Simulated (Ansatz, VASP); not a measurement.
# W in VASP and in Ansatz

```
CELL_PARAMETERS angstrom
-1.58234 1.58234 1.58234
1.58234 -1.58234 1.58234
1.58234 1.58234 -1.58234
ATOMIC_POSITIONS crystal
W 0.00000 0.00000 0.00000
```

Alike in both runs: task relaxation of cell and atoms; functional revPBE; dispersion D4; k mesh 12 × 12 × 12; occupations fermi-dirac, width 0.05 eV; no spin polarisation.

|  | VASP | Ansatz |
| --- | --- | --- |
| version | VASP 6.6.1 | Ansatz 0.2.0 |
| potentials or method | VASP PAW PBE potentials, release 64 (W_sv), cutoff 600 eV | all-electron LAPW, scalar-relativistic |

```tsv
	VASP	Ansatz	Ansatz less VASP
relaxed volume (Å³/atom)	15.82	15.79	-0.031
relaxed cell length with the largest relative difference (Å)	2.739	2.737	-0.0018
```

Ansatz ran all-electron here, so the differences hold the error of VASP's frozen core and of both bases.

Caveats: the PAW data sets were made with another functional, which shifts forces and pressure a little (VASP); pairwise dispersion overbinds metals, which lowers pressure and volume (VASP). Spin-orbit coupling is left out, which matters for the levels of W.
